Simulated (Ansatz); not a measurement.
(001) slab cut from the bulk of ZnO, P6_3mc (No. 186); the slab's formula is ZnO:

```yaml
crystal:
  lattice:
    - [3.23006, 0.00000, 0.00000]
    - [-1.61503, 2.79731, 0.00000]
    - [0.00000, 0.00000, 28.66663]
  atoms:
    - { symbol: O, position: [0.33333, 0.66667, 0.26163] }
    - { symbol: Zn, position: [0.66667, 0.33333, 0.28365] }
    - { symbol: O, position: [0.66667, 0.33333, 0.35257] }
    - { symbol: Zn, position: [0.33333, 0.66667, 0.37459] }
    - { symbol: O, position: [0.33333, 0.66667, 0.44352] }
    - { symbol: Zn, position: [0.66667, 0.33333, 0.46554] }
    - { symbol: O, position: [0.66667, 0.33333, 0.53446] }
    - { symbol: Zn, position: [0.33333, 0.66667, 0.55648] }
    - { symbol: O, position: [0.33333, 0.66667, 0.62541] }
    - { symbol: Zn, position: [0.66667, 0.33333, 0.64743] }
    - { symbol: O, position: [0.66667, 0.33333, 0.71635] }
    - { symbol: Zn, position: [0.33333, 0.66667, 0.73837] }
```

Method: DFT PBEsol, scalar-relativistic, plane waves, PAW in Ansatz 0.2.0. Cutoff 420 eV; k points 9×9×1 on the computed 12-atom cell (Γ-centred); Gaussian smearing, width 0.05 eV; no spin polarisation. The cell repeats along c with a dipole correction in the vacuum.

Question: What forces act on the atoms?

Answer:
```csv
atom,Fx (eV/Å),Fy (eV/Å),Fz (eV/Å)
O1,0.000,0.000,1.174
Zn2,0.000,0.000,-1.406
O3,0.000,0.000,0.499
Zn4,0.000,0.000,-0.405
O5,0.000,0.000,0.323
Zn6,0.000,0.000,-0.333
O7,0.000,0.000,0.344
Zn8,0.000,0.000,-0.386
O9,0.000,0.000,0.391
Zn10,0.000,0.000,-0.568
O11,0.000,0.000,0.868
Zn12,0.000,0.000,-0.500
```

Cations and anions are pushed opposite ways through the whole slab: the two faces differ, the slab is polar, and its inner field acts on the ions beside the surface's own forces.

Spin polarisation was left out, and a magnetic state may lie lower.